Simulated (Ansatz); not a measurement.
# ZnS (F-43m) in Ansatz: notebook

The runs below take ZnS through band structure, single point, equation of state, with PBEsol0.

Program: Ansatz 0.2.0. These are calculated values, not measurements. Logs are shortened: lines on timing, memory, paths and dates and some standing lists are left out, and cuts for length are marked.

**Experimental background.**

From “Electronic, vibrational, and thermodynamic properties of ZnS (zincblende and rocksalt structure)”, 2009, arxiv:0911.5022, for a bulk crystal of ZnS at 19 K: band gap 3.85 eV (direct).

The runs below are set against these values where they give the same quantity.

### 1 The structure

It takes space group F-43m (No. 216, cubic). Conventional cell: a = 5.404 Å, b = 5.404 Å, c = 5.404 Å, α = 90.00°, β = 90.00°, γ = 90.00°. Zn (site symmetry -43m) has 4 S at 2.34 Å as nearest neighbours. S (site symmetry -43m) has 4 Zn at 2.34 Å as nearest neighbours.

### 2 Band structure, PBEsol0

Contents of input.yaml:

```yaml
crystal:
  lattice:
    - [0.0, 2.702, 2.702]
    - [2.702, 0.0, 2.702]
    - [2.702, 2.702, 0.0]
  atoms:
    - { symbol: Zn, position: [0.75, 0.75, 0.75] }
    - { symbol: S, position: [0.0, 0.0, 0.0] }
hamiltonian:
  xc: { exchange: pbesol, correlation: pbesol, exx: { coeff: 0.25 } }
  pseudopotentials: { kind: paw }
kpoints:
  mp_grid: { grid: [5, 5, 5] }
  band_path:
    path:
      - [[0.0, 0.0, 0.0], [0.5, 0.0, 0.5], [0.5, 0.25, 0.75], [0.375, 0.375, 0.75], [0.0, 0.0, 0.0], [0.5, 0.5, 0.5], [0.625, 0.25, 0.625], [0.5, 0.25, 0.75], [0.5, 0.5, 0.5], [0.375, 0.375, 0.75]]
      - [[0.625, 0.25, 0.625], [0.5, 0.0, 0.5]]
    npoints: 4
scf:
  occupations: { method: fermi_dirac, width: 0.05 }
  n_extra_bands: 6
output:
  forces: true
  stress: true
  eigenvalues: true
  fatbands: false
```

Potentials or basis: Ansatz PAW.

Command:

```console
> ansatz run input.yaml --threads 2 --pin off --max-ram 5632MiB --backend cpu --events-out ev --progress --plain --runs-dir out
```

What it wrote:

```text
Warning: output.stress: scf.convergence.dr2_threshold = 1e-7 eV (the SCF's general default) is looser than the 2e-10 eV advised for a printed stress (1e-10 eV for each atom of the cell: 2). What an SCF threshold leaves in a stress goes as its square root, and in the free energy as the threshold itself, and one threshold admits the most on a small cell: of the crystals measured, under no hybrid functional and no lock of the moments, on runs that ended without the residual-converged pass, on stresses that held no estimate of that error, the worst erred by over 100 MPa in a component at 1e-7 eV an atom and by under 5 at 1e-10. Set scf.convergence.dr2_threshold to 2e-10 eV or tighter. The threshold is an SCF's pass mark: one that does not reach it within its budget of iterations ends unconverged, or closes short of it on a stop that the run arms, and scf.convergence.dr2_threshold's page says what that costs each kind of run
Warning: output.stress: scf.exx.energy_threshold = 1e-6 eV is looser than the 2e-8 eV advised for a stress under a hybrid functional (1e-8 eV for each atom of the cell: 2). Every SCF of the exchange loop can meet its threshold on dr2 while the loop round them stops early: no threshold on dr2 bounds what that leaves in the stress. Set scf.exx.energy_threshold to 2e-8 eV or tighter. The threshold is the loop's pass mark: a loop that does not reach it within its budget of cycles ends unconverged, and scf.exx.energy_threshold's page has the law
Warning: RAYON_NUM_THREADS=2 ignored (pool sized by the plan → 2); use --threads N
scf.n_extra_bands = 6 over 9 filled bands (N_el = 18.0): the run solves 15 bands
Engine: ansatz 0.2.0, aarch64-unknown-linux-gnu
Pseudopotentials: kind: paw
Pseudopotential: Zn, paw, valence charge 12, recommended cutoff 420 eV (normal), Zn.paw.azcp
Pseudopotential: S, paw, valence charge 6, recommended cutoff 420 eV (normal), S.paw.azcp
Functional definition: unnamed
  parameter a_1 = 0.25
  exchange = (1 - a_1)*pbe_x(mu = 0.12345679012345678) + a_1*exact_x
  correlation = pbe_c(beta = 0.046)
Crystal: 2 atoms, lattice volume = 39.454 Å³
Basis set: ecut = 420 eV, 749 PW (Γ), exchange–correlation on 54×54×54 points (8 copies of the dense FFT grid, shifted against one another)
Bands: 15, of which v1, the nominal top of the filled ones, is band 9 counted from 1 (8 counted from 0)
Symmetry: 24 space group operations
Space group: F-43m (ITA 216), of the structure as read, at distance tolerance 3.4e-5 Å
k-points: 10 of 125 (time reversal used)
Non-local potential: Zn, projectors of the file, l = 0: 2, l = 1: 2, l = 2: 3, l = 3: 1
Non-local potential: S, projectors of the file, l = 0: 2, l = 1: 2, l = 2: 2
PAW form: soft (Blöchl's): semilocal exchange-correlation on the pseudo side does not see the compensation charge
PAW frozen core: Zn, regenerated for the run's functional, and the local potential with it (the file was generated under x = pbe(κ = 0.804, μ = 0.2195149727645171), c = pbe(β = 0.06672455060314922))
PAW frozen core: S, regenerated for the run's functional, and the local potential with it (the file was generated under x = pbe(κ = 0.804, μ = 0.2195149727645171), c = pbe(β = 0.06672455060314922))
PAW one-centre angular grid: Zn, 590 points (default); XC on 64 Gauss nodes
PAW one-centre angular grid: S, 110 points (default); XC on 64 Gauss nodes
Initial density: superposition of atomic densities (neutral atoms: chi_scale 0, normalization atom), corrected by the library's trained network
Initial wavefunctions: pseudopotential atomic-orbital guess
Functional: x = pbesol(κ = 0.804, μ = 0.12345679012345678), c = pbesol(β = 0.046), warm-up for x = 0.75 pbesol(κ = 0.804, μ = 0.12345679012345678) + 0.25 exact, c = pbesol(β = 0.046)
SCF iter   1: F=—  HF=-4167.424911 eV  |F-HF|=—  |Δ(HF+E_count)|=         —  Δρ=5.21e-3  dr2=1.49e-2  ethr=1.77e-3  ⟨swp⟩=9.5  Hψ=790  notcnv=0
preconditioner: auto → none  [insulator: Δε(μ)=1.919 eV  Ē_g=13.815 eV  σ=0.050 eV  W_gap=1.00  n_scr=14 (ndim 8)  ℏωp=25.1 eV  f_vac=0.026  D(μ)=0.00/eV (n_scr^D=0)]
iter 2 solved again at ethr=1.45e-6 eV; its pass at ethr=8.27e-5 eV (dr2=2.61e-4 eV) is discarded
SCF iter   2: F=-4167.420274 eV  HF=-4167.420297 eV  |F-HF|=2.30e-5  |Δ(HF+E_count)|=   4.61e-3  Δρ=9.32e-4  dr2=2.37e-4  ethr=1.45e-6  ⟨swp⟩=3.3  Hψ=658  notcnv=0  defer=1
eigensolver tolerance schedule: the retry pair's looser diagonalisation over-reported the residual by 0.10 of it (diagonalisation noise at 0.11 of the residual, at the tolerance the schedule requests for it); recorded, not acted on — ethr = c·dr2/N_el stays at c = 1.0e-1
SCF 1 stopped early in 2 iterations: F = -4167.420274 eV  dr2 = 2.37e-4
Initial density: handed on by an earlier stage of this run
Initial wavefunctions: those handed on with the density
Functional: x = 0.75 pbesol(κ = 0.804, μ = 0.12345679012345678) + 0.25 exact, c = pbesol(β = 0.046)
Frozen-core exchange: fock
SCF iter   1: F=—  HF=-4184.260443 eV  |F-HF|=—  |Δ(HF+E_count)|=         —  Δρ=2.14e-2  dr2=9.40e-2  ethr=1.32e-5  ⟨swp⟩=5.5  Hψ=689  notcnv=0
preconditioner: auto → none  [insulator: Δε(μ)=3.858 eV  Ē_g=17.355 eV  σ=0.050 eV  W_gap=1.00  n_scr=14 (ndim 8)  ℏωp=25.1 eV  f_vac=0.024  D(μ)=0.00/eV (n_scr^D=0)]
SCF iter   2: F=—  HF=-4184.232532 eV  |F-HF|=—  |Δ(HF+E_count)|=   2.79e-2  Δρ=3.14e-3  dr2=6.52e-3  ethr=1.32e-5  ⟨swp⟩=4.2  Hψ=533  notcnv=0
SCF iter   3: F=—  HF=-4184.238953 eV  |F-HF|=—  |Δ(HF+E_count)|=   6.42e-3  Δρ=4.66e-3  dr2=4.78e-3  ethr=1.32e-5  ⟨swp⟩=4.0  Hψ=447  notcnv=0
SCF iter   4: F=—  HF=-4184.238399 eV  |F-HF|=—  |Δ(HF+E_count)|=   5.54e-4  Δρ=2.07e-3  dr2=8.28e-4  ethr=1.32e-5  ⟨swp⟩=2.0  Hψ=241  notcnv=0
SCF iter   5: F=—  HF=-4184.239561 eV  |F-HF|=—  |Δ(HF+E_count)|=   1.16e-3  Δρ=8.19e-4  dr2=1.45e-4  ethr=3.86e-6  ⟨swp⟩=2.3  Hψ=244  notcnv=0  defer=1
SCF iter   6: F=-4184.239477 eV  HF=-4184.239478 eV  |F-HF|=1.07e-6  |Δ(HF+E_count)|=   8.33e-5  Δρ=5.62e-5  dr2=2.27e-6  ethr=7.11e-7  ⟨swp⟩=3.8  Hψ=313  notcnv=0
SCF 2 stopped early in 6 iterations: F = -4184.239477 eV  dr2 = 2.27e-6
hybrid outer 1: dexx = +1.409e-2 eV, tail = 4.31e-5 eV
Frozen-core exchange: fock
SCF iter   1: F=—  HF=-4184.238910 eV  |F-HF|=—  |Δ(HF+E_count)|=         —  Δρ=1.03e-4  dr2=3.55e-6  ethr=1.20e-6  ⟨swp⟩=5.3  Hψ=399  notcnv=0
preconditioner: auto → none  [insulator: Δε(μ)=3.880 eV  Ē_g=17.068 eV  σ=0.050 eV  W_gap=1.00  n_scr=14 (ndim 8)  ℏωp=25.1 eV  f_vac=0.026  D(μ)=0.00/eV (n_scr^D=0)]
SCF iter   2: F=—  HF=-4184.238909 eV  |F-HF|=—  |Δ(HF+E_count)|=   5.28e-7  Δρ=2.25e-5  dr2=2.40e-7  ethr=1.37e-8  ⟨swp⟩=3.9  Hψ=357  notcnv=0
SCF iter   3: F=—  HF=-4184.238910 eV  |F-HF|=—  |Δ(HF+E_count)|=   9.53e-7  Δρ=2.76e-5  dr2=1.60e-7  ethr=3.70e-10  ⟨swp⟩=4.1  Hψ=465  notcnv=0  defer=1
SCF iter   4: F=-4184.238910 eV  HF=-4184.238910 eV  |F-HF|=4.96e-9  |Δ(HF+E_count)|=   7.15e-8  Δρ=3.78e-6  dr2=7.84e-9  ethr=3.70e-10  ⟨swp⟩=4.0  Hψ=336  notcnv=0
SCF 3 converged in 4 iterations: F = -4184.238910 eV  dr2 = 7.84e-9
  Residual-converged pass: ⟨swp⟩=3.0  Hψ=287  notcnv=0  max |occ|·‖R‖ = 2.0e-6 eV (tolerance 2.4e-6 eV)  dr2=7.80e-9  dr2_onsite=2.98e-9  max |Δocc| = 6.2e-26
hybrid outer 2: dexx = +9.895e-7 eV, tail = 3.60e-8 eV, Δε = 3.97e-3 eV (about 1.50e-4 eV left of the loop's levels)
NSCF: frozen V_eff on 42 k-points
hybrid SCF converged: 2 outer / 10 inner (+2 warm-up), last move |dexx| = 9.89e-7 eV, tail = 3.60e-8 eV
Stability not checked: this state was not tested for a lower state beside it, because the functional holds exact exchange (a hybrid, or Hartree-Fock), whose exchange loop this test does not read (fock_operator; see scf.lower_state_search)
Free energy (F): -4184.238910 eV
Frozen-core exchange: fock
Harris-Foulkes:  -4184.238910 eV  (|F-HF|=4.96e-9)
Internal energy: -4184.238910 eV  (E = F + TS)
E sigma→0 (E₀):  -4184.238910 eV
Fermi energy:    6.572039 eV
--- Per-component energies (eV) ---
  E_band       = -36.716832
  E_kinetic    = 237.683886
  E_local      = -2052.471459  (includes V_loc(G=0)·N_el)
  E_nonlocal   = 649.166834
  E_hartree    = 861.324013
  E_xc         = -178.235680
  E_vxc        = -107.964283  (∫ρ·V_xc dr)
  E_exx        = -60.596660  (= α·E_x^exact, valence–valence)
  E_paw        = -2388.862715  (= ΣΔE_a)
  E_vpaw       = -364.588248  (= ΣTr[D̂ρ^β])
  E_aug_tail   = -0.000364  (compensation charges beyond the density's cutoff)
  E_ewald      = -1253.379294
  E_core_change = 1.132528  (= ΣΔE_core)
  E_smearing   = -0.000000  (= −TS)
  E_closure    = 0.000000  (closes the sum)
  Σ components = -4184.238910   (vs F -4184.238910, Δ=9.09e-13)
--- Forces (eV/Å), atoms counted from 1 ---
  atom   1  Zn     0.00000000    -0.00000000     0.00000000
  atom   2  S     -0.00000000     0.00000000    -0.00000000
  max |Σ_I F_I| component: 5.55e-17 eV/Å
--- Stress (GPa, compression-positive) ---
       -1.787780      -0.000000      -0.000000
       -0.000000      -1.787780       0.000000
       -0.000000       0.000000      -1.787780
  P = ⅓ Tr σ = -1.7878 GPa (-17.878 kbar)
--- Band table (eV; the first three rows and the last of 10) ---
  k-point 0: bands = ["-9.7884", "-3.4000", "-3.4000", "-3.4000", "-2.9612", "-2.9612", "4.6042", "4.6042", "4.6042", "8.4848", "12.9352", "12.9352", "12.9352", "18.4261", "18.4261"]
  k-point 1: bands = ["-9.4781", "-3.3560", "-3.3560", "-3.3383", "-2.9629", "-2.9629", "2.2566", "4.2463", "4.2463", "9.8236", "13.0448", "13.4814", "13.4814", "17.4653", "17.4653"]
  k-point 2: bands = ["-8.8957", "-3.3008", "-3.3008", "-2.9441", "-2.9441", "-2.9393", "-0.5379", "3.7497", "3.7497", "9.8122", "13.4999", "13.4999", "15.0283", "18.4199", "19.1106"]
  k-point 9: bands = ["-8.5397", "-3.2411", "-3.1969", "-3.0412", "-2.9464", "-2.6413", "-0.2199", "1.5183", "2.3916", "11.7994", "12.3917", "13.6565", "16.5061", "17.8772", "20.0854"]
```

Wall time 1.8 min (2 threads of Arm Neoverse V1, shared host); peak memory 0.75 GiB.

Results:

| Quantity | Value |
| --- | --- |
| Free energy | -4184.2389 eV |
| Pressure | -1.8 GPa |
| Band gap on the k mesh | 3.88 eV, direct |
| Band gap along the path | 3.88 eV, direct |

Levels at the corners of the path, in eV from the valence-band top:
```tsv
point	band 6	band 7	band 8	band 9	band 10	band 11	band 12	band 13
Γ	-7.57	0.00	0.00	0.00	3.88	8.33	8.33	8.33
X	-7.29	-5.10	-2.39	-2.39	4.94	5.88	13.16	14.35
W	-7.12	-4.92	-3.05	-2.94	7.39	8.24	9.86	10.01
K	-7.17	-4.99	-3.43	-1.95	5.81	7.94	11.36	11.92
Γ	-7.57	0.00	0.00	0.00	3.88	8.33	8.33	8.33
L	-7.33	-5.72	-0.93	-0.93	5.15	8.82	8.82	10.78
U	-7.17	-4.99	-3.43	-1.95	5.81	7.94	11.36	11.92
W	-7.12	-4.92	-3.05	-2.94	7.39	8.24	9.86	10.01
L	-7.33	-5.72	-0.93	-0.93	5.15	8.82	8.82	10.78
K	-7.17	-4.99	-3.43	-1.95	5.81	7.94	11.36	11.92
U	-7.17	-4.99	-3.43	-1.95	5.81	7.94	11.36	11.92
X	-7.29	-5.10	-2.39	-2.39	4.94	5.88	13.16	14.35
```

Caveat: the PAW data sets come from PBE, with cores solved anew for the run's functional, which leaves a small shift of forces and pressure; the thresholds are loose for stress.

### 3 Single point, PBEsol0, 18.54 Å³/atom (volume scaled by 0.94)

Contents of input.yaml:

```yaml
crystal:
  lattice:
    - [0.0, 2.6468416657, 2.6468416657]
    - [2.6468416657, 0.0, 2.6468416657]
    - [2.6468416657, 2.6468416657, 0.0]
  atoms:
    - { symbol: Zn, position: [0.75, 0.75, 0.75] }
    - { symbol: S, position: [0.0, 0.0, 0.0] }
hamiltonian:
  xc: { exchange: pbesol, correlation: pbesol, exx: { coeff: 0.25 } }
  pseudopotentials: { kind: paw }
kpoints:
  mp_grid: { grid: [5, 5, 5] }
scf:
  occupations: { method: fermi_dirac, width: 0.05 }
output:
  forces: true
  stress: true
  eigenvalues: true
```

Potentials or basis: Ansatz PAW.

Command:

```console
> ansatz run input.yaml --threads 2 --pin off --max-ram 5632MiB --backend cpu --events-out ev --progress --plain --runs-dir out
```

Run time: 11 s. Hardware: 2 threads of Arm Neoverse V1, shared host; peak memory 0.73 GiB.

It converged, with:

| Property | Result |
| --- | --- |
| Free energy | -4184.2284 eV |
| Pressure | 3.5 GPa |
| Band gap on the k mesh | 4.18 eV, direct |

Caveat: odd divisions of the mesh miss points on the zone boundary, where band edges often lie, so the gap on the mesh can be too wide; the PAW data sets come from PBE, with cores solved anew for the run's functional, which leaves a small shift of forces and pressure; the thresholds are loose for stress.

(Part 1 of 2 ends here.)
